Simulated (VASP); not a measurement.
Crystal: CuO (Tenorite).

```
CELL_PARAMETERS angstrom
2.34465 -1.71340 0.00000
2.34465 1.71340 0.00000
-0.86055 0.00000 5.05944
ATOMIC_POSITIONS crystal
Cu 0.49680 0.00320 0.50000
Cu 0.00320 0.49680 0.00000
O 0.40560 0.57140 0.75370
O 0.57140 0.40560 0.25370
```

* Program: VASP 6.6.1
* Task: single point
* Functional: PBEsol
* Potentials or basis: VASP PAW PBE potentials, release 64 (Cu, O)
* Cutoff: 520 eV
* k mesh: 10 × 10 × 5
* Occupations: fermi-dirac, width 0.05 eV
* Spin: no spin polarisation

On this cell: pressure -2.0 GPa; largest force 0.756 eV/Å; band gap on the k mesh none (metal or under the smearing width).

The same run follows on a disturbed copy (atoms moved at random, drawn with an rms of 0.05 Å):

```
CELL_PARAMETERS angstrom
2.34465 -1.71340 0.00000
2.34465 1.71340 0.00000
-0.86055 0.00000 5.05944
ATOMIC_POSITIONS crystal
Cu 0.50570 0.99000 0.49524
Cu 0.01154 0.50101 0.99728
O 0.40012 0.57752 0.76099
O 0.57635 0.41408 0.25814
```

Question: What does the disturbed cell give?

Answer: The energy (extrapolated to zero smearing) moves by +19.3 meV/atom; pressure -1.2 GPa; largest force 1.582 eV/Å; band gap on the k mesh none (metal or under the smearing width).

Forces in eV/Å, atoms in the order of the input:
```
Cu  -0.212  0.231  0.852
Cu  -1.100  0.505  0.797
O    0.894 -0.803 -1.029
O    0.418  0.067 -0.619
```

Stress tensor (GPa, compression positive):
```
-0.91 -0.02 -2.17
-0.02  0.00  0.71
-2.17  0.71 -2.71
```

Caveats: the PAW data sets were made with another functional, which shifts forces and pressure a little; the run has no spin polarisation, though such a crystal can be magnetic; semilocal functionals often make such compounds metallic where correlation or magnetic order opens a gap, which also shifts bond lengths.
